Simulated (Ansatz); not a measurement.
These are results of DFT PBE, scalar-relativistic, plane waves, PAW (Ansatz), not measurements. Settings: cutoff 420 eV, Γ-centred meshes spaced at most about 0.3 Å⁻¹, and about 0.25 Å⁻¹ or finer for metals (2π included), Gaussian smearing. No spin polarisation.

These are static total energies at zero pressure.

Compare these two cells of In3GaAs4, each relaxed at this level.

A.

```yaml
crystal:
  lattice:
    - [2.14971, 1.24113, 14.06322]
    - [-2.14971, 1.24113, 14.06322]
    - [0.00000, -2.48227, 14.06322]
  atoms:
    - { symbol: In, position: [0.50018, 0.50018, 0.50018] }
    - { symbol: In, position: [0.74801, 0.74801, 0.74801] }
    - { symbol: In, position: [0.25231, 0.25231, 0.25231] }
    - { symbol: Ga, position: [0.00008, 0.00008, 0.00008] }
    - { symbol: As, position: [0.18901, 0.18901, 0.18901] }
    - { symbol: As, position: [0.43691, 0.43691, 0.43691] }
    - { symbol: As, position: [0.94106, 0.94106, 0.94106] }
    - { symbol: As, position: [0.68443, 0.68443, 0.68443] }
```

B.

```yaml
crystal:
  lattice:
    - [4.28798, 0.00000, 0.00000]
    - [-2.14399, 3.71350, 0.00000]
    - [0.00000, 0.00000, 14.13596]
  atoms:
    - { symbol: In, position: [0.00000, 0.00000, 0.25053] }
    - { symbol: In, position: [0.66667, 0.33333, 0.99451] }
    - { symbol: In, position: [0.66667, 0.33333, 0.50671] }
    - { symbol: Ga, position: [0.00000, 0.00000, 0.75074] }
    - { symbol: As, position: [0.00000, 0.00000, 0.43981] }
    - { symbol: As, position: [0.00000, 0.00000, 0.92785] }
    - { symbol: As, position: [0.66667, 0.33333, 0.18382] }
    - { symbol: As, position: [0.66667, 0.33333, 0.69703] }
```

Question: Which form is favoured at zero pressure, and by what margin per atom?

Answer: A is lower, by 10 meV/atom. A has In and Ga ordered on zinc blende sites, space group R3m (No. 160), 28.1 Å³/atom and no gap on its mesh; B has In and Ga ordered on wurtzite sites, space group P3m1 (No. 156), 28.1 Å³/atom and no gap. In A, around In on its first site lie 4 As at 2.65–2.67 Å; Ga has 4 As at 2.49–2.59 Å; As on its first site is surrounded by 4 In at 2.65–2.67 Å; 5 more sites not described. In B, In on its first site is surrounded by 4 As at 2.65–2.68 Å; Ga is surrounded by 4 As at 2.50–2.59 Å; As on its first site has 4 In at 2.65–2.68 Å; 5 more sites not described. Both come from invented guesses. Shaken at random and relaxed again, B came back. The lowest form computed isn't among them: it has In and Ga ordered on zinc blende sites, space group I-42m (No. 121), 28.0 Å³/atom and lies 13 meV/atom below the best shown. Checks on B: phonons real on a 2×2×1 q mesh, imaginary between its points (to 6i cm⁻¹, which can come from the interpolation).

For metals, differences of a few meV/atom aren't resolved. The zero gap of R3m, P3m1 may come from the functional, which often closes small gaps. Cells without such a test can be saddle points. Some candidate types were left out of the draw beforehand, so a known form may be missing.
